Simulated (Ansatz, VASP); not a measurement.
**Two plane-wave programs on Al**

POSCAR

```
Al
1.0
    0.0000000000      2.0248050000      2.0248050000
    2.0248050000      0.0000000000      2.0248050000
    2.0248050000      2.0248050000      0.0000000000
Al
1
Direct
    0.0000000000      0.0000000000      0.0000000000
```

File INCAR.step1:

```
SYSTEM = Al
PREC = Accurate
ENCUT = 520
EDIFF = 1E-5
ISMEAR = -1
SIGMA = 0.05
LREAL = .False.
LASPH = .True.
NELM = 60
ALGO = Normal
ISIF = 2
LWAVE = .True.
LCHARG = .False.
NBANDS = 8
GGA = PE
```

File INCAR.step2:

```
SYSTEM = Al
PREC = Accurate
ENCUT = 520
EDIFF = 1E-7
ISMEAR = -1
SIGMA = 0.05
LREAL = .False.
LASPH = .True.
NELM = 60
ALGO = Normal
ISIF = 2
LWAVE = .False.
LCHARG = .False.
GGA = PE
LHFCALC = .True.
AEXX = 1.0
ALDAC = 0.0
AGGAC = 0.0
PRECFOCK = Normal
HFRCUT = -1
NBANDS = 8
ISTART = 1
```

Contents of KPOINTS:

```
Automatic mesh
0
Gamma
  6 6 6
  0 0 0
```

KPOINTS_OPT

```
path GXWKGLUWLK,UX
12
line-mode
reciprocal
 0.0000000000  0.0000000000  0.0000000000  G
 0.5000000000  0.0000000000  0.5000000000  X

 0.5000000000  0.0000000000  0.5000000000  X
 0.5000000000  0.2500000000  0.7500000000  W

 0.5000000000  0.2500000000  0.7500000000  W
 0.3750000000  0.3750000000  0.7500000000  K

 0.3750000000  0.3750000000  0.7500000000  K
 0.0000000000  0.0000000000  0.0000000000  G

 0.0000000000  0.0000000000  0.0000000000  G
 0.5000000000  0.5000000000  0.5000000000  L

 0.5000000000  0.5000000000  0.5000000000  L
 0.6250000000  0.2500000000  0.6250000000  U

 0.6250000000  0.2500000000  0.6250000000  U
 0.5000000000  0.2500000000  0.7500000000  W

 0.5000000000  0.2500000000  0.7500000000  W
 0.5000000000  0.5000000000  0.5000000000  L

 0.5000000000  0.5000000000  0.5000000000  L
 0.3750000000  0.3750000000  0.7500000000  K

 0.6250000000  0.2500000000  0.6250000000  U
 0.5000000000  0.0000000000  0.5000000000  X
```

The input input.yaml:

```yaml
crystal:
  lattice:
    - [0.0, 2.024805, 2.024805]
    - [2.024805, 0.0, 2.024805]
    - [2.024805, 2.024805, 0.0]
  atoms:
    - { symbol: Al, position: [0.0, 0.0, 0.0] }
hamiltonian:
  xc: hf
  pseudopotentials: { kind: paw }
kpoints:
  mp_grid: { grid: [6, 6, 6] }
scf:
  occupations: { method: fermi_dirac, width: 0.05 }
output:
  forces: true
  stress: true
  eigenvalues: true
```

Alike in both runs: functional HF; k mesh 6 × 6 × 6; occupations fermi-dirac, width 0.05 eV; no spin polarisation.

|  | VASP | Ansatz |
| --- | --- | --- |
| version | VASP 6.6.1 | Ansatz 0.2.0 |
| potentials or method | VASP PAW PBE potentials, release 64 (Al) | Ansatz PAW |
| plane-wave cutoff (eV) | 520 | 420 |
| valence electrons in the cell | 3 | 3 |
| task | band structure | single point |

```csv
,VASP,Ansatz,Ansatz less VASP
gap on the k mesh at the Fermi level (eV),none,none,-
pressure (GPa),11.9,4.6,-7.26
```

A gap of «none» marks a metal or a gap that the smearing closes. One of these differences is far larger than is usual between the two programs; its cause wasn't traced. With one functional, cell and mesh, what is left measures potentials, basis and numerics.

Caveats: the k mesh is coarse (spacing up to 0.45 Å⁻¹), so the values aren't converged, least of all with exact exchange; the PAW data sets were made with another functional, which shifts forces and pressure a little (VASP); the PAW data sets come from PBE, with cores solved anew for the run's functional, which leaves a small shift of forces and pressure (Ansatz); the thresholds are loose for stress (Ansatz).
